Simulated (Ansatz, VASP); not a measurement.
SiO2 in VASP and in Ansatz

INCAR

```
SYSTEM = SiO2
PREC     = Accurate       ! precision mode
ENCUT    = 520            ! plane-wave cutoff, eV
EDIFF    = 1E-6           ! SCF threshold, eV
ISMEAR   = -1             ! smearing method
SIGMA    = 0.03           ! smearing width, eV
LREAL    = .False.        ! projectors in reciprocal space
LASPH    = .True.         ! aspherical terms in the spheres
NELM     = 80             ! most SCF steps
ALGO     = Normal         ! electronic algorithm
ISIF     = 2              ! what is computed and relaxed
LWAVE    = .False.        ! write WAVECAR
LCHARG   = .False.        ! write CHGCAR
GGA      = PE             ! functional
NBANDS   = 25             ! bands
```

KPOINTS

```
Automatic mesh
0
Gamma
  6 6 9
  0 0 0
```

The input POSCAR:

```
SiO2
1.0
    4.2077835882      0.0000000000      0.0000000000
    0.0000000000      4.2077835882      0.0000000000
    0.0000000000      0.0000000000      2.6854680646
Si O
2 4
Direct
    0.0000000000      0.0000000000      0.0000000000
    0.5000000000      0.5000000000      0.5000000000
    0.3067000000      0.3067000000      0.0000000000
    0.1933000000      0.8067000000      0.5000000000
    0.6933000000      0.6933000000      0.0000000000
    0.8067000000      0.1933000000      0.5000000000
```

Input for Ansatz:

```yaml
crystal:
  lattice:
    - [4.2077835882, 0.0, 0.0]
    - [0.0, 4.2077835882, 0.0]
    - [0.0, 0.0, 2.6854680646]
  atoms:
    - { symbol: Si, position: [0.0, 0.0, 0.0] }
    - { symbol: Si, position: [0.5, 0.5, 0.5] }
    - { symbol: O, position: [0.3067, 0.3067, 0.0] }
    - { symbol: O, position: [0.1933, 0.8067, 0.5] }
    - { symbol: O, position: [0.6933, 0.6933, 0.0] }
    - { symbol: O, position: [0.8067, 0.1933, 0.5] }
kpoints:
  mp_grid: { grid: [6, 6, 9] }
  band_path:
    path:
      - [0.0, 0.0, 0.0]
      - [0.0, 0.5, 0.0]
      - [0.5, 0.5, 0.0]
      - [0.0, 0.0, 0.0]
      - [0.0, 0.0, 0.5]
      - [0.0, 0.5, 0.5]
      - [0.5, 0.5, 0.5]
      - [0.0, 0.0, 0.5]
      - [0.0, 0.5, 0.0]
    npoints: 5
scf:
  occupations: { method: fermi_dirac, width: 0.03 }
hamiltonian:
  xc: pbe
  pseudopotentials: { kind: all_electron, lapw: { basis_error: 0.001 } }
output:
  forces: true
  stress: true
  eigenvalues: true
```

Change from the starting cell: volume scaled by 1.02.

Alike in both runs: task single point; functional PBE; k mesh 6 × 6 × 9; occupations fermi-dirac, width 0.03 eV; no spin polarisation.

|  | VASP | Ansatz |
| --- | --- | --- |
| version | VASP 6.6.1 | Ansatz 0.2.0 |
| potentials or method | VASP PAW PBE potentials, release 64 (Si, O) | all-electron LAPW, scalar-relativistic |
| plane-wave cutoff (eV) | 520 | see its input |

```tsv
	VASP	Ansatz	Ansatz less VASP
gap on the k mesh at the Fermi level (eV)	5.26	5.29	+0.027
pressure (GPa)	4.5	4.3	-0.17
largest component of the traceless stress (GPa)	0.13	0.55	+0.425
rms of the force components (eV/Å)	0.049	0.040	-0.0091
```

Atom by atom the forces differ by 0.009 eV/Å (rms over components). Ansatz ran all-electron here, so the differences hold the error of VASP's frozen core and of both bases.

Caveats: an odd mesh through Γ misses points on the zone boundary, where band edges often lie.
